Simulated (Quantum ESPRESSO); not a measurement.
WC (Qusongite) under changes of volume

One of the cells (10.376 Å³/atom); the others are scaled copies at fixed shape and fractional positions:

```
W C
1.0
     2.90650    0.00000    0.00000
    -1.45325    2.51710    0.00000
     0.00000    0.00000    2.83660
W C
1 1
Direct
  0.00000 0.00000 0.00000
  0.66667 0.33333 0.50000
```

* Program: Quantum ESPRESSO 7.5
* Functional: LDA
* Potentials or basis: GBRV 1.5 LDA
* Cutoff: 762 eV
* Density cutoff: 6095 eV
* k mesh: 10 × 10 × 9
* Occupations: fermi-dirac, width 0.05 eV
* Spin: no spin polarisation

```tsv
volume (Å³/atom)	energy over the lowest point (meV/atom)	pressure (GPa)
9.754	?	?
9.961	5.38	8.7
10.169	0.00	-0.4
10.376	5.90	-8.7
10.584	21.88	-16.0
10.791	46.95	-22.7
10.999	80.19	-28.6
```

Problem. What does the run at 9.754 Å³/atom give?

Solution. Energy over the lowest point 23.32 meV/atom; pressure 18.9 GPa.

Worked out: A Birch-Murnaghan fit of order 3 (a polynomial in V^(-2/3)) to the other rows has its minimum at 10.16 Å³/atom with B0 = V·E''(V) = 427 GPa and B' = 4.3 at fixed shape and positions, which overstates the stiffness. It gives 23.27 meV/atom at 9.754 Å³/atom, against the run's 23.32, and -dE/dV = 19.0 GPa, against 18.9.

Energies are extrapolated to zero smearing.
